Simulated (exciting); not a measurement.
AlRu: single point with LDA

Crystal: AlRu.

```
Ru Al
1.0
     2.99160    0.00000    0.00000
     0.00000    2.99160    0.00000
     0.00000    0.00000    2.99160
Ru Al
1 1
Direct
  0.50000 0.50000 0.50000
  0.00000 0.00000 0.00000
```

| Property | Result |
| --- | --- |
| Program | exciting (release sodium) |
| Task | single point |
| Functional | LDA |
| Potentials or basis | all-electron LAPW+lo, shipped species files, valence relativity iora* |
| rgkmax | 7.8 |
| k mesh | 9 × 9 × 9 |
| Occupations | gaussian, width 0.1 eV |
| Spin | no spin polarisation |

```yaml
Band_gap_on_the_k_mesh: none (metal or under the smearing width)
All_electrons_inside_the_program's_atomic_spheres: Ru 42.14; Al 10.99 (radii Ru 2.3, Al 2.0 bohr)
Density_of_states_at_the_Fermi_level: 1.90 states/eV per cell
```

Levels at points of the mesh, in eV from the Fermi level:
| k point | band 10 | band 11 | band 12 | band 13 | band 14 | band 15 | band 16 | band 17 |
| --- | --- | --- | --- | --- | --- | --- | --- | --- |
| (0.00, 0.00, 0.00) | -3.51 | 0.24 | 0.24 | 0.24 | 6.10 | 6.10 | 6.10 | 11.19 |

It took 66 s on 1 thread of Arm Neoverse N1, on a shared host, peak memory 0.12 GiB.

Caveat: the log's total energy holds no entropy term; the free energy is that total less TS from the occupations.
